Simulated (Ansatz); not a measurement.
# Cs_Al in AlN (P6_3mc): charge-transition levels and formation energies, part 2 of 2

Charge states of Cs_Al in AlN (P6_3mc), set against the band edges. Model: a cell of 72 host atoms with 1 Al taken out and 1 Cs put in.

Ansatz; place-levels on r2SCAN runs: charge-transition levels and formation energies with image-charge correction and potential alignment at the atomic sites; PAW set soft_1.

So far: The starting structure; The runs of each charge state; Placing the levels, r2SCAN.

## Step 3: Placing the levels, r2SCAN (continued)

Levels between the charges placed, in eV above the valence top:

|  | gap (eV) | (+1/0) | (0/−1) | (−1/−2) |
| --- | --- | --- | --- | --- |
| r2SCAN | 4.88 | 1.03 | 1.74 | 2.39 |

Corrections by state:

| charge | moment (μB) | image terms and alignment (eV) | band filling (eV) | ε used | over the lowest of its charge, as the program ranks them, band filling apart (eV) |
| --- | --- | --- | --- | --- | --- |
| +1 | 1.0 | 0.595 | - | principal values (8.15, 8.15, 9.65) | 0.000 |
| 0 | 2.0 | 0.000 | - | - | 0.000 |
| −1 | 1.0 | -0.130 | - | principal values (8.15, 8.15, 9.65) | 0.000 |
| −2 | 0.0 | 0.171 | - | principal values (8.15, 8.15, 9.65) | 0.000 |
| +1 | 3.0 | 0.597 | - | principal values (8.15, 8.15, 9.65) | 0.009 |
| 0 | 0.0 | 0.000 | - | - | 0.359 |

The charged structures listed were also run neutral, and place-levels reads from each pair, by the potential or the spins, how wide the charge is by which they differ; that can be the carrier of either run.

| charge | rms radius (Å) | spread where it is widest against the cell (Å) | wide from (Å) | reading |
| --- | --- | --- | --- | --- |
| +1 | 2.1 | 1.45 | 1.40 | wide |
| −1 | 2.8 | 1.64 | 1.40 | wide |
| −2 | 2.5 | 1.49 | 1.40 | wide |

The neutral runs of these pairs need not share the spin of the lowest neutral state, and very wide values only mean spread over the cell.

From the program's caveats on the states, each cut to its opening words:

- charge +1 (1 μB), −2: it parts from the run at its places by a charge that spreads by about 1.5 Å along one vector (1.4 Å or more is wide), by its potential at epsilon [4.49, 4.49, [...]
- charge +1 (1 μB): its alignment with the host at atomic sites is doubtful: the mean over the far sites moves by -0.0962 eV from their farther parts to their nearer, more than [...]
- charge +1 (1 μB), −1 (1 μB), +1 (3 μB): its displacements don't fall off away from the defect: farther atoms stand 0.038 Å off the host's places
- charge +1 (1 μB), 0 (2 μB), −1 (1 μB), +1 (3 μB): flagged: stability check not made
- charge 0 (2 μB): its alignment with the host at atomic sites is doubtful: the mean over the far sites moves by -0.0655 eV from their farther parts to their nearer, more than [...]
- charge 0 (2 μB): its displacements don't fall off away from the defect: farther atoms stand 0.039 Å off the host's places
- charge −1 (1 μB): it parts from the run at its places by a charge that spreads by about 1.6 Å along one vector (1.4 Å or more is wide), by its potential at epsilon [4.49, 4.49, [...]
- charge −2: the far atoms show a dipole or second moment of the defect's charge, for which the correction takes or leaves out 0.141 eV: further moments aren't read, and [...]
- charge −2: its displacements don't fall off away from the defect: farther atoms stand 0.04 Å off the host's places
- charge +1 (3 μB): it parts from the run at its places by a charge that spreads by about 1.4 Å along one vector (1.4 Å or more is wide), by its potential at epsilon [4.49, 4.49, [...]
- charge +1 (3 μB): its alignment with the host at atomic sites is doubtful: the mean over the far sites moves by -0.0914 eV from their farther parts to their nearer, more than [...]
- charge 0: its displacements don't fall off away from the defect: farther atoms stand 0.027 Å off the host's places

Chemical potentials of the elements' reference phases, run alike. Formation energies (elemental references), with the Fermi level at the valence top and at the conduction bottom (gap 4.88 eV):

| charge | at valence top (eV) | at conduction bottom (eV) | correction included (eV) |
| --- | --- | --- | --- |
| +1 | 11.39 | 16.26 | 0.60 |
| 0 | 12.41 | 12.41 | 0.00 |
| −1 | 14.15 | 9.28 | -0.13 |
| −2 | 16.55 | 6.79 | 0.17 |

```csv
Fermi level (eV),lowest formation energy (eV)
0.00,11.39
0.44,11.83
0.89,12.27
1.33,12.41
1.77,12.38
2.22,11.94
2.66,11.22
3.11,10.33
3.55,9.45
3.99,8.56
4.43,7.68
4.88,6.79
```

## Step 4: The same at the relaxations' own k-points

The relaxations' own energies give the levels at their sampling, for comparison.

Contents of levels.relax_mesh.yaml:

```yaml
host:
  run: host.relax.run
states: [qm2.relax.run, qm1_M1.relax.run, q0.relax.run, q0_M2.relax.run, qp1_M1.relax.run, qp1_M3.relax.run]
chemical_potentials:
  Al:
    energy: -540.418346
    dataset: <sha256 of the dataset>
  Cs:
    energy: -5686.056881
    dataset: "<sha256 of the dataset>"
```

The run is started by

```sh
ansatz place-levels levels.relax_mesh.yaml -- --threads 4 --pin off --max-ram 15073MiB
```

The program printed:

```text
(+1/0) 1.060 eV above the valence edge, 3.826 eV under the conduction edge
(0/-1) 1.818 eV above the valence edge, 3.068 eV under the conduction edge
(-1/-2) 2.438 eV above the valence edge, 2.448 eV under the conduction edge
formation energy of charge +1: +11.438 eV with the Fermi level at the valence edge
formation energy of charge 0: +12.498 eV with the Fermi level at the valence edge
formation energy of charge -1: +14.316 eV with the Fermi level at the valence edge
formation energy of charge -2: +16.753 eV with the Fermi level at the valence edge
  edges by r2scan, gap 4.886 eV; the host is sampled to repeats of 13.64 Å
[... the lines on each state left out ...]
```

Run time: 0.21 s. Hardware: 4 threads of Arm Neoverse V1, shared host.

Levels between neighbouring charges, in eV above the valence top:

|  | gap (eV) | (+1/0) | (0/−1) | (−1/−2) |
| --- | --- | --- | --- | --- |
| one point at (¼, ¼, ¼) | 4.89 | 1.06 | 1.82 | 2.44 |
| a 2×2×2 shifted mesh | 4.88 | 1.03 | 1.74 | 2.39 |

Going from one point at (¼, ¼, ¼) to a 2×2×2 shifted mesh moves the levels that carry no band-filling term by up to 0.08 eV and formation energies against the elements by up to 0.21 eV.

## Step 5: What came out

| Quantity | Value |
| --- | --- |
| gap of the host | 4.88 eV (r2SCAN) |
| level (plus 1/0) | 1.03 eV above the valence top |
| level (0/minus 1) | 1.74 eV above the valence top |
| level (minus 1/minus 2) | 2.39 eV above the valence top |
| lowest of the charges placed, just above the valence top (0.02 eV) | +1 |
| lowest of the charges placed, just below the conduction bottom (0.02 eV) | −2 |
| lowest formation energy at mid-gap of the charges run, elemental references | 11.67 eV |

**Reading.** Of the charges placed (−2, −1, 0 and +1), the lowest changes at 1.03 eV (+1/0), 1.74 eV (0/−1) and 2.39 eV (−1/−2) above the valence top, in a gap of 4.88 eV. Charges above +1 and below −2 were not placed, so these runs say nothing of levels that involve them. States placed: +1 at 1 μB and 3 μB; 0 at 2 μB and 0 μB; −1 at 1 μB; −2 at 0 μB. Other spin states or structures, where not listed, weren't placed. Cs is taken at its element; compounds, which aren't counted here, bound the chemical potentials and would shift these formation energies. Going from one point at (¼, ¼, ¼) to a 2×2×2 shifted mesh moves the levels that carry no band-filling term by up to 0.08 eV and formation energies against the elements by up to 0.21 eV. The program doubts the alignment of potentials for at least one state, a sign that the cell is small. Keep in mind: r2SCAN makes the gap too small and tends to spread out bound carriers; where a gas molecule sets a chemical potential or the host's formation energy, its binding is uncorrected; spin–orbit coupling, which can matter with heavy atoms, is left out; force components of up to 0.27 eV/Å remain in a run at the final settings.

[Logs are printed without paths, hosts, clocks, repeated set-up lines and the standing remarks that a program may print on its own settings, such as how far it seeks lower states.]

[Hosts, paths, dates, database ids (printed as entryN), source tags and the programs' standing remarks are cut or masked in the printed files.]

[Where a table of states has a column of steps, it counts the stored structures, which are thinned; the runs took as many ionic steps or more.]

[A defect's name tells the site on which it was built; relaxed atoms can leave that site.]

[For some hosts the program warned that the k-mesh of the response run may be too coarse for force constants and the static dielectric constant; such warnings are not shown here.]
